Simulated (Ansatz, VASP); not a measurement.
# InAs in two plane-wave programs, part 3 of 3

Wanted: the spread between two codes on one cell, functional and k mesh. The structure shown is the start of the Ansatz relaxation below; VASP solves that cell, so the two are compared at the walk's first step.

VASP 6.6.1 and Ansatz 0.2.0.

So far: Starting point; Ansatz: relaxation, LDA; VASP: single point, LDA, start cell.

## 3. VASP: single point, LDA, start cell (continued)

Level of this step: LDA; plane waves and PAW (As, In_d) (VASP).

Numbers of over 12 decimals in the logs are rounded to 6 here.

OUTCAR, selected parts (step 3):

```text
ion  position               nearest neighbor table
   1  0.747  0.747  0.753-   2 2.57   2 2.57   2 2.61   2 2.61
   2  0.003  0.003  0.997-   1 2.57   1 2.57   1 2.61   1 2.61

  LATTYP: Found a body centered orthorhombic cell.
 ALAT       =     4.0902987738
 B/A-ratio  =     1.0426667146
 C/A-ratio  =     1.4969209680

 Subroutine GETGRP returns: Found  4 space group operations
 (whereof  2 operations were pure point group operations)

The static configuration has the point symmetry C_1h.
 The point group associated with its full space group is C_2v.

   k-points           NKPTS =   1728   k-points in BZ     NKDIM =   1728   number of bands    NBANDS=     15

   dimension x,y,z NGX =    28 NGY =   28 NGZ =   28
   dimension x,y,z NGXF=    56 NGYF=   56 NGZF=   56

   ENCUT  =  400.0 eV  29.40 Ry    5.42 a.u.   6.94  6.94  6.67*2*pi/ulx,y,z

   NELECT =      18.0000    total number of electrons

 k-points in reciprocal lattice and weights: Points of the shifted mesh
   0.04166667  0.04166667  0.04166667       0.001
   0.04166667  0.04166667  0.12500000       0.001
   0.04166667  0.04166667  0.20833333       0.001
   0.04166667  0.04166667  0.29166667       0.001
   0.04166667  0.04166667  0.37500000       0.001
   0.04166667  0.04166667  0.45833333       0.001
   0.04166667  0.04166667  0.54166667       0.001
   0.04166667  0.04166667  0.62500000       0.001
   0.04166667  0.04166667  0.70833333       0.001
[...]
0.95833333  0.95833333  0.87500000       0.001
   0.95833333  0.95833333  0.95833333       0.001

 average (electrostatic) potential at core
       1 -52.7929       2 -95.8130

 E-fermi :   4.9331

 k-point     1 :       0.0417    0.0417    0.0417
  band No.  band energies     occupation
    ...
      5      -9.5969      2.00000
      6      -7.4159      2.00000
      7       4.0203      2.00000
      8       4.6052      2.00000
      9       4.6491      2.00000
     10       5.1526      0.00000
     11       8.3369      0.00000
     12       8.6604      0.00000
     13       8.7702      0.00000
     14      12.2559      0.00000
    ...

 k-point     2 :       0.0417    0.0417    0.1250
  band No.  band energies     occupation
    ...
      5      -9.5957      2.00000
      6      -7.3044      2.00000
      7       3.2045      2.00000
      8       4.3207      2.00000
      9       4.5657      2.00000
     10       5.6774      0.00000
     11       8.4413      0.00000
     12       8.5140      0.00000
     13       9.1849      0.00000
     14      12.8267      0.00000
    ...

 k-point     3 :       0.0417    0.0417    0.2083
  band No.  band energies     occupation
    ...
      5      -9.5934      2.00000
      6      -7.0444      2.00000
      7       1.9690      2.00000
      8       4.0274      2.00000
      9       4.3666      2.00000
     10       5.9271      0.00000
     11       8.6777      0.00000
     12       8.7770      0.00000
     13       9.7221      0.00000
     14      12.9433      0.00000
    ...

  Total        0.6973891      0.6973891      0.2295587      0.6554462     -0.0000000     -0.0000000
  in kB       20.9221483     20.9221483      6.8869174     19.6638326     -0.0000000     -0.0000000
  external PRESSURE =      16.2437380 kB  Pullay stress =       0.0000000 kB

  energy-cutoff  :      400.00
  volume of cell :       53.40
      direct lattice vectors                 reciprocal lattice vectors
    -0.061702000  2.953980000  3.061427000    -0.165799975  0.165799975  0.163322529
     2.953980000 -0.061702000  3.061427000     0.165799975 -0.165799975  0.163322529
     2.892278000  2.892278000  0.000000000     0.172874115  0.172874115 -0.163322529

 POSITION                                       TOTAL-FORCE (eV/Angst)
 -----------------------------------------------------------------------------------
      4.33837      4.33837      4.57564         0.000000      0.000000     -0.099435
      2.89223      2.89223      0.01650        -0.000000     -0.000000      0.099435
 -----------------------------------------------------------------------------------
    total drift:                               -0.000000     -0.000000     -0.000294

  FREE ENERGIE OF THE ION-ELECTRON SYSTEM (eV)
  ---------------------------------------------------
  free  energy   TOTEN  =        -8.9985763008 eV

  energy  without entropy=       -8.9985763008  energy(sigma->0) =       -8.99857630

 total charge
# of ion       s       p       d       tot
------------------------------------------
    1        1.227   1.587   0.024   2.839
    2        0.866   0.776   9.890  11.532
--------------------------------------------------
tot          2.093   2.363   9.914  14.371

[... 3 further parts left out ...]
```

The run ends at a pressure of 1.62 GPa, with forces up to 0.099 eV/Å.

## 4. Side by side

Known differences besides the potentials themselves: the data sets hold 28 valence electrons in Ansatz (on its PAW soft_1 files) and 18 in VASP; the cutoff is 420 eV in Ansatz and 400 eV in VASP; VASP's log shows a relativistic correction to its local exchange, Ansatz's none. Total energies have different zeros and are not compared.

Forces (eV/Å; atoms numbered as in POSCAR):

| atom | Ansatz x, y, z | VASP x, y, z |
| --- | --- | --- |
| As1 | 0.000, 0.000, -0.096 | 0.000, 0.000, -0.099 |
| In2 | 0.000, 0.000, 0.097 | 0.000, 0.000, 0.099 |

The forces differ by 1.7 meV/Å r.m.s., which is 2.9 % of the r.m.s. force of 0.057 eV/Å (both taken over all components).

## 5. Outcome

```yaml
r_m_s_force_difference_single_point_lda_start_cell: 1.7 meV/Å
```

The r.m.s. force difference is 1.7 meV/Å (single point, LDA, start cell), within the 12 meV/Å picked in this series as the mark of a large difference. The data sets hold unlike numbers of valence electrons (28 in Ansatz and 18 in VASP), so part of the differences comes from the potentials. Such differences can come from data sets, numerical settings and the points named under the comparisons, not from the functional's error against experiment.

[Lines on the potential files, build, host, timing and source positions are cut from VASP's logs without a mark.]

[Logs are printed without paths, hosts, clocks, repeated set-up lines and the standing remarks that a program may print on its own settings, such as how far it seeks lower states.]

[Hosts, paths, dates, database ids (printed as entryN), source tags and the programs' standing remarks are cut or masked in the printed files.]
